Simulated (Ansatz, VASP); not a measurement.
C in VASP and in Ansatz

File INCAR:

```
SYSTEM = C
  PREC = Accurate
  ENCUT = 520
  EDIFF = 1E-6
  ISMEAR = 0
  SIGMA = 0.01
  LREAL = .FALSE.
  LASPH = .TRUE.
  NELM = 100
  ALGO = Normal
  ISIF = 2
  LWAVE = .FALSE.
  LCHARG = .TRUE.
  GGA = PS
  LELF = .TRUE.
  LVHAR = .TRUE.
  NBANDS = 11
```

Contents of KPOINTS:

```
Automatic mesh
0
G
  12 12 12
  0 0 0
```

File POSCAR:

```
C
1.0
    1.7857882435      1.7857882435      0.0000000000
   -1.7857882435      1.7857882435      0.0000000000
    0.0000000000      1.7857882435      1.7745347596
C
2
Direct
    0.5000000000      0.5000000000      0.0000000000
    0.7500000000      0.2500000000      0.5000000000
```

Input for Ansatz:

```yaml
crystal:
  lattice:
    - [1.78578824346, 1.78578824346, 0.0]
    - [-1.78578824346, 1.78578824346, 0.0]
    - [0.0, 1.78578824346, 1.77453475955]
  atoms:
    - { symbol: C, position: [0.5, 0.5, 0.0] }
    - { symbol: C, position: [0.75, 0.25, 0.5] }
kpoints:
  mp_grid: { grid: [12, 12, 12] }
scf:
  occupations: { method: fixed }
  convergence: { dr2_threshold: 1.0e-10 }
hamiltonian:
  xc: pbesol
  pseudopotentials: { kind: all_electron, lapw: { basis_error: 0.0005 } }
output:
  forces: true
  stress: true
  eigenstates:
    kpoints:
      - [0.0, 0.0, 0.0]
      - [0.367781451, -0.36778145, 0.0]
      - [0.367781451, 0.36778145, 0.36778145]
      - [0.0, 1.0e-09, 0.367781451]
      - [-0.5, -0.5, -0.5]
      - [-0.5, 0.5, 0.0]
      - [0.0, 0.0, -0.5]
      - [0.0, -0.5, -0.5]
      - [0.0, 0.5, 0.0]
      - [-0.5, 0.0, 0.0]
      - [-0.5, 0.0, -0.5]
  eigenvalues: true
```

Change from the starting cell: film at in-plane strain +0.005.

Alike in both runs: task single point; functional PBEsol; k mesh 12 × 12 × 12; no spin polarisation.

```csv
,VASP,Ansatz
version,VASP 6.6.1,Ansatz 0.2.0
potentials or method,"VASP PAW PBE potentials, release 64 (C)","all-electron LAPW, scalar-relativistic"
plane-wave cutoff (eV),520,see its input
occupations,"gaussian, width 0.01 eV",fixed
```

```csv
,VASP,Ansatz,Ansatz less VASP
gap on the k mesh at the Fermi level (eV),3.88,3.89,+0.006
pressure (GPa),-2.8,-3.8,-1.03
largest component of the traceless stress (GPa),3.86,3.86,+0.007
```

Ansatz ran all-electron here, so the differences hold the error of VASP's frozen core and of both bases.

Caveats: the PAW data sets were made with another functional, which shifts forces and pressure a little (VASP).
